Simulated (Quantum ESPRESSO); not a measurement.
HfN:

```
Hf N
1.0
     0.00000    2.25600    2.25600
     2.25600    0.00000    2.25600
     2.25600    2.25600    0.00000
Hf N
1 1
Cartesian
  0.0000 0.0000 0.0000
  2.2560 2.2560 2.2560
```

Base run:

| Item | Value |
| --- | --- |
| Program | Quantum ESPRESSO 7.5 |
| Functional | PBEsol |
| Potentials or basis | GBRV 1.5 PBEsol |
| Cutoff | 612 eV |
| Density cutoff | 4898 eV |
| k mesh | 10 × 10 × 10 |
| Occupations | fermi-dirac, width 0.05 eV |
| Spin | no spin polarisation |
| Hubbard terms | Hf d U = 2 eV |

Its results: band gap on the k mesh none (metal or under the smearing width); pressure 0.8 GPa.

Question: After a change of settings the same cell gave: band gap on the k mesh none (metal or under the smearing width); pressure 13.4 GPa. Which change was it?
A. hubbard terms from Hf d U = 2 eV to none
B. hubbard terms from Hf d U = 2 eV to Hf d U = 1 eV
C. hubbard terms from Hf d U = 2 eV to Hf d U = 8 eV

Answer: C.

Caveats: U without spin polarisation on a metal has little footing.

Runs at the PBE level aren't shown here.
